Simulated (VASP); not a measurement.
# Tm (Im-3m) in VASP: settings compared

The runs below take Tm through band structure, optical spectrum, electric field gradients, with BLYP, PBEsol+rVV10, RPBE+D3+U, PBEsol+rVV10+U.

Everything below comes from runs of VASP 6.6.1. Logs are shortened: lines on timing, memory, paths and dates and some standing lists are left out, and cuts for length are marked.

### Step 1. The crystal as given

Symmetry: Im-3m, No. 229, cubic system. Conventional cell: a = 3.941 Å, b = 3.941 Å, c = 3.941 Å, α = 90.00°, β = 90.00°, γ = 90.00°. Around Tm (site symmetry m-3m) lie 8 Tm at 3.41 Å.

This isn't the form of Tm at room conditions, which is hcp.

### Step 2. Band structure, BLYP, collinear spin, ferrimagnetic start

File run.py:

```python
from ase import Atoms
from ase.calculators.vasp import Vasp
from ase.dft.bandgap import bandgap

atoms = Atoms(
    ['Tm', 'Tm'],
    cell=[[0.0, 0.0, 3.9410998946], [3.9410998946, -3.9410998946, 0.0], [1.9705499473, 1.9705499473, -1.9705499473]],
    scaled_positions=[[0.0, 0.0, 0.0], [0.5, 0.5, 0.0]],
    pbc=True,
)
atoms.set_initial_magnetic_moments([2.0, -1.0])
calc = Vasp(
    directory='calc',
    xc='blyp',
    pp='PBE',
    setups='recommended',
    prec='Accurate',
    encut=520,
    ediff=1e-06,
    ismear=1,
    sigma=0.2,
    lreal=False,
    lasph=True,
    nelm=100,
    algo='Normal',
    isif=2,
    lwave=False,
    lcharg=True,
    ispin=2,
    lorbit=11,
    nupdown=1,
    lmaxmix=6,
    kpts=[10, 5, 10],
    gamma=True,
    nbands=20,
)
atoms.calc = calc

print('energy (eV):', atoms.get_potential_energy())
print('free energy (eV):', atoms.get_potential_energy(force_consistent=True))
efermi = calc.get_fermi_level()
print('Fermi level (eV):', efermi)
path = atoms.cell.bandpath(npoints=60, eps=1e-4)
print('path:', path.path)
calc.set(kpts=path.kpts, reciprocal=True, icharg=11, isym=0, lcharg=False)
calc.calculate(atoms)
print('gap on the path (eV):', bandgap(calc, efermi=efermi)[0])
print('direct gap on the path (eV):', bandgap(calc, efermi=efermi, direct=True)[0])
```

Potentials or basis: VASP PAW PBE potentials, release 64 (Tm_3), 4f in core.

On the command line:

```console
$ python run.py
```

Log:

```text
energy (eV): -6.60258719
free energy (eV): -6.60384242
Fermi level (eV): 3.41138175
path: GXSRAZGYX1A1TY,ZT
gap on the path (eV): 0.0
direct gap on the path (eV): 0.0
```

OUTCAR:

```text
ENCUT = 520.000000
   NUPDOWN = 1.000000
   EDIFF = 1.00e-06
   GGA = B5
   PREC = Accurate
   ICHARG = 11
   ISIF = 2
   ISMEAR = 1
   ISPIN = 2
   ISYM = 0
   LORBIT = 11
   NELM = 100
   LASPH = .TRUE.
   LREAL = .FALSE.

 ion  position               nearest neighbor table
   1  0.000  0.000  0.000-   2 3.41   2 3.41   2 3.41   2 3.41
   2  0.500  0.500  0.000-   1 3.41   1 3.41   1 3.41   1 3.41

IMPORTANT INFORMATION: All symmetrisations will be switched off!
NOSYMM: (Re-)initialisation of all symmetry stuff for point group C_1.

----------------------------------------------------------------------------------------

                                     Primitive cell

  volume of cell :      61.2142

  direct lattice vectors                    reciprocal lattice vectors
     0.000000000  0.000000000  3.941099895     0.126868137  0.126868137  0.253736273
     3.941099895 -3.941099895  0.000000000     0.126868137 -0.126868137  0.000000000
     1.970549947  1.970549947 -1.970549947     0.253736273  0.253736273  0.000000000

  length of vectors
     3.941099895  5.573556922  3.413092628     0.310762199  0.179418639  0.358837279

  position of ions in fractional coordinates (direct lattice)
     0.000000000  0.000000000  0.000000000
     0.500000000  0.500000000  0.000000000

  ion indices of the primitive-cell ions
   primitive index   ion index
                 1           1
                 2           2

----------------------------------------------------------------------------------------

 KPOINTS: KPOINTS created by Atomic Simulation Env

Read explicit list of k-points.

 Found     60 k-points:

 Following reciprocal coordinates:
            Coordinates               Weight
  0.000000  0.000000  0.000000      0.016667
 -0.107143  0.000000  0.053571      0.016667
 -0.214286  0.000000  0.107143      0.016667
 -0.321429  0.000000  0.160714      0.016667
 -0.428571  0.000000  0.214286      0.016667
 -0.535714  0.000000  0.267857      0.016667
[... 42 lines left out ...]
  0.000000  0.000000 -0.500000      0.016667
  0.000000 -0.500000  0.000000      0.016667
 [... further k-points ...]
   k-points           NKPTS =     60   k-points in BZ     NKDIM =     60   number of bands    NBANDS=     20
   number of dos      NEDOS =    301   number of ions     NIONS =      2
   total plane-waves  NPLWV =  35280
   dimension x,y,z NGX =    30 NGY =   42 NGZ =   28
   dimension x,y,z NGXF=    60 NGYF=   84 NGZF=   56
   ions per type =               2
   NGX,Y,Z   is equivalent  to a cutoff of  12.65, 12.53, 13.64 a.u.
   NGXF,Y,Z  is equivalent  to a cutoff of  25.31, 25.06, 27.28 a.u.
 SYSTEM =  unknown system
   PREC   = accura    normal or accurate (medium, high low for compatibility)
   ISTART =      0    job   : 0-new  1-cont  2-samecut
   ICHARG =     11    charge: 1-file 2-atom 10-const
   ISPIN  =      2    spin polarized calculation?
   LNONCOLLINEAR =      F non collinear calculations
   LSORBIT =      F    spin-orbit coupling
   LASPH  =      T    aspherical Exc in radial PAW
   ENCUT  =  520.0 eV  38.22 Ry    6.18 a.u.   7.33 10.36  6.35*2*pi/ulx,y,z
   NELM   =    100;   NELMIN=  2; NELMDL=  0     # of ELM steps
   EDIFF  = 0.1E-05   stopping-criterion for ELM
   LREAL  =      F    real-space projection
   EDIFFG = 0.1E-04   stopping-criterion for IOM
   NSW    =      0    number of steps for IOM
   IBRION =     -1    ionic relax: 0-MD 1-quasi-New 2-CG
   NFREE  =      0    steps in history (QN), initial steepest desc. (CG)
   ISIF   =      2    stress and relaxation
   ISYM   =      0    0-nonsym 1-usesym 2-fastsym
   POTIM  = 0.5000    time-step for ionic-motion
   TEBEG  =    0.0;   TEEND  =   0.0 temperature during run
   PSTRESS=    0.0 pullay stress
   NELECT =      18.0000    total number of electrons
   NUPDOWN=       1.0000    fix difference up-down
   EMIN   =  10.00;   EMAX   =-10.00  energy-range for DOS
   EFERMI =   0.00;   METHOD = LEGACY
   ISMEAR =     1;   SIGMA  =   0.20  broadening in eV -4-tet -1-fermi 0-gaus
   EFERMI_NEDOS =   21; number of points for ismear=-14 and -15
   IALGO  =     38    algorithm
   IMIX   =      4    mixing-type and parameters
     AMIX     =   0.40;   BMIX     =  1.00
     AMIX_MAG =   1.60;   BMIX_MAG =  1.00
  volume/ion in A,a.u.               =      30.61       206.55
  Fermi-wavevector in a.u.,A,eV,Ry     =   1.088633  2.057218 16.124566  1.185122
  Thomas-Fermi vector in A             =   2.224819
   LORBIT       =     11    0 simple, 1 ext, 2 COOP (PROOUT), +10 PAW based schemes
   GGA     = B5    functional components
   LHFCALC =     F    Hartree Fock is set to
   AEXX    =    0.0000 exact exchange contribution
   IVDW    =     0    specifies the selected vdW correction
   LEPSILON=     F    determine dielectric tensor
   LRPA    =     F    only Hartree local field effects (RPA)
 spin polarized calculation
 Methfessel and Paxton  Order N= 1 SIGMA  =   0.20
  energy-cutoff  :      520.00
  volume of cell :       61.21
 maximum number of plane-waves:      1682

 number of electron      18.0000000 magnetization       1.0000000

 Free energy of the ion-electron system (eV)
  ---------------------------------------------------
  ext. energy  EPLUGINS =         0.00000000
  ---------------------------------------------------
  free energy    TOTEN  =        -7.01600040 eV

  energy without entropy =       -7.01618052  energy(sigma->0) =       -7.01606044

 E-fermi :   3.2434     XC(G=0):  -9.2903

 val. band max:        3.5448766971   @ k =  -0.5000  -0.3333   0.0000
 cond. band min:       3.2684335815   @ k =  -0.6429  -0.5000   0.3214
 fundamental gap:     -0.2764431156
 Fermi energy:         3.5467303470

 spin component 1

 k-point     1 :       0.0000    0.0000    0.0000
  band No.  band energies     occupation
      1     -22.3993      1.00000
      2     -22.0374      1.00000
      3     -21.8597      1.00000
      4     -21.8579      1.00000
      5     -21.8574      1.00000
      6     -21.8561      1.00000
[... 12 lines left out ...]
     19      11.5988      0.00000
     20      12.0805      0.00000

 k-point     2 :      -0.1071    0.0000    0.0536
  band No.  band energies     occupation
      1     -22.3839      1.00000
      2     -22.0475      1.00000
      3     -21.8816      1.00000
      4     -21.8728      1.00000
      5     -21.8676      1.00000
      6     -21.8663      1.00000
[... 12 lines left out ...]
     19      11.1464      0.00000
     20      12.3098      0.00000
[... 833 lines left out ...]
      3     -22.1817      1.00000
      4     -22.1804      1.00000
      5     -22.0835      1.00000
      6     -21.9369      1.00000
[... 12 lines left out ...]
     19      11.0297      0.00000
     20      13.0057      0.00000

 k-point    40 :      -0.2500   -0.1250   -0.3750
  band No.  band energies     occupation
      1     -22.3126      1.00000
      2     -22.2580      1.00000
      3     -22.1857      1.00000
      4     -22.1423      1.00000
      5     -22.1064      1.00000
      6     -21.9289      1.00000
[... 12 lines left out ...]
     19      11.1126      0.00000
     20      12.3076      0.00000

 [... further k-points ...]

 spin component 2

 k-point     1 :       0.0000    0.0000    0.0000
  band No.  band energies     occupation
      1     -22.2814      1.00000
      2     -21.9240      1.00000
      3     -21.7510      1.00000
      4     -21.7493      1.00000
      5     -21.7493      1.00000
      6     -21.7491      1.00000
[... 12 lines left out ...]
     19      11.7738      0.00000
     20      12.4139      0.00000

 k-point     2 :      -0.1071    0.0000    0.0536
  band No.  band energies     occupation
      1     -22.2662      1.00000
      2     -21.9339      1.00000
      3     -21.7707      1.00000
      4     -21.7656      1.00000
      5     -21.7593      1.00000
      6     -21.7591      1.00000
[... 12 lines left out ...]
     19      11.3451      0.00000
     20      12.6341      0.00000
[... 833 lines left out ...]
      3     -22.0676      1.00000
      4     -22.0674      1.00000
      5     -21.9691      1.00000
      6     -21.8275      1.00000
[... 12 lines left out ...]
     19      11.2102      0.00000
     20      13.2672      0.00000

 k-point    40 :      -0.2500   -0.1250   -0.3750
  band No.  band energies     occupation
      1     -22.1973      1.00000
      2     -22.1409      1.00000
      3     -22.0726      1.00000
      4     -22.0284      1.00000
      5     -21.9918      1.00000
      6     -21.8195      1.00000
[... 12 lines left out ...]
     19      11.2937      0.00000
     20      12.5570      0.00000

 [... further k-points ...]

------------------------ aborting loop because EDIFF is reached ----------------------------------------

  FORCE on cell =-STRESS in cart. coord.  units (eV):
  Direction    XX          YY          ZZ          XY          YZ          ZX
  --------------------------------------------------------------------------------------
  -------------------------------------------------------------------------------------
  Total       -0.7654261     -0.7607275     -2.3254528     -0.3088533      0.1810027      0.8505699
  in kB      -20.0337156    -19.9107393    -60.8647421     -8.0837051      4.7374349     22.2622099
  external PRESSURE =     -33.6030657 kB  Pullay stress =       0.0000000 kB

 VOLUME and BASIS-vectors are now :
 -----------------------------------------------------------------------------
  energy-cutoff  :      520.00
  volume of cell :       61.21
      direct lattice vectors                 reciprocal lattice vectors
     0.000000000  0.000000000  3.941099895     0.126868137  0.126868137  0.253736273
     3.941099895 -3.941099895  0.000000000     0.126868137 -0.126868137  0.000000000
     1.970549947  1.970549947 -1.970549947     0.253736273  0.253736273  0.000000000

 POSITION                                       TOTAL-FORCE (eV/Angst)
 -----------------------------------------------------------------------------------
      0.00000      0.00000      0.00000        -0.000001      0.000004     -0.000002
      1.97055     -1.97055      1.97055         0.000001     -0.000004      0.000002
 -----------------------------------------------------------------------------------
    total drift:                               -0.000002     -0.000004      0.000003

  FREE ENERGIE OF THE ION-ELECTRON SYSTEM (eV)
  ---------------------------------------------------
  free  energy   TOTEN  =        -7.0160003964 eV

  energy  without entropy=       -7.0161805237  energy(sigma->0) =       -7.01606044

 total charge

# of ion       s       p       d       tot
------------------------------------------
    1        0.495   6.467   1.192   8.154
    2        0.495   6.467   1.192   8.154
--------------------------------------------------
tot          0.989  12.935   2.384  16.308

 magnetization (x)

# of ion       s       p       d       tot
------------------------------------------
    1        0.007   0.116   0.280   0.403
    2        0.007   0.116   0.280   0.403
--------------------------------------------------
tot          0.013   0.233   0.560   0.806
```

INCAR:

```text
AGGAC = 1.000000
AGGAX = 1.000000
ALDAC = 0.000000
ENCUT = 520.000000
SIGMA = 0.200000
ALDAX = 1.000000
NUPDOWN = 1.000000
EDIFF = 1.00e-06
ALGO = Normal
GGA = B5
PREC = Accurate
ICHARG = 11
ISIF = 2
ISMEAR = 1
ISPIN = 2
ISYM = 0
LMAXMIX = 6
LORBIT = 11
NBANDS = 20
NELM = 100
LASPH = .TRUE.
LCHARG = .FALSE.
LWAVE = .FALSE.
LREAL = .FALSE.
MAGMOM = 1*2.0000 1*-1.0000
```

Wall time 3 min (1 thread of AMD EPYC 9R45 (Zen 5), shared host); peak memory 0.23 GiB.

What came out:

- Net moment: 1.00 μB per cell

Caveat: the log is that of the step along the path at fixed density, whose energy, stress, charges and moments have no meaning; the magnetic or orbital state may not be the lowest; the PAW data sets were made with another functional, which shifts forces and pressure a little; spin-orbit coupling is left out, which moves the levels of the heavy elements; the 4f electrons are frozen in the core as for a trivalent ion, so they carry no moment and show no levels; the total moment is fixed, so each spin has its own Fermi level. The state reached can hang on the start; a lower one may exist.

(Part 1 of 3 ends here.)
